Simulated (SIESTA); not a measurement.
P under changes of volume

One of the cells (20.458 Å³/atom); the others are scaled copies at fixed shape and fractional positions:

```
P
1.0
     1.64774   -5.46504    0.00000
     1.64774    5.46504    0.00000
     0.00000    0.00000    4.54364
P
4
Direct
  0.90414 0.09586 0.58882
  0.09586 0.90414 0.41118
  0.59586 0.40414 0.08882
  0.40414 0.59586 0.91118
```

```yaml
Program: SIESTA 5.4.2
Functional: LDA
Potentials_or_basis: PseudoDojo 0.4 standard (LDA files)
Basis: DZP (energy shift 0.003 Ry)
Grid_cutoff: 500 Ry
Energy_shift: 0.003 Ry
k_mesh: 8 × 8 × 6
Occupations: fermi-dirac, width 0.05 eV
Spin: no spin polarisation
```

```tsv
volume (Å³/atom)	energy over the lowest point (meV/atom)	pressure (GPa)	largest force (eV/Å)
19.230	12.98	4.4	1.032
19.639	4.15	2.5	0.821
20.049	0.00	0.8	0.627
20.458	0.04	-0.8	0.451
20.867	3.83	-2.2	0.298
21.276	11.00	-3.4	0.184
21.685	?	?	?
```

Task: What does the run at 21.685 Å³/atom give?

Result: Energy over the lowest point 21.21 meV/atom; pressure -4.5 GPa; largest force 0.168 eV/Å.

Worked out: A Birch-Murnaghan fit of order 3 (a polynomial in V^(-2/3)) to the other rows has its minimum at 20.25 Å³/atom with B0 = V·E''(V) = 77 GPa and B' = 4.4 at fixed shape and positions, which overstates the stiffness. It gives 21.18 meV/atom at 21.685 Å³/atom, against the run's 21.21, and -dE/dV = -4.5 GPa, against -4.5.

Energies are extrapolated to zero smearing.

Caveats: the basis of atomic orbitals isn't converged, which shifts pressures, moduli and gaps; forces of over 1 eV/Å show positions far from the minimum, so gaps and moduli don't describe the material at rest (some runs).
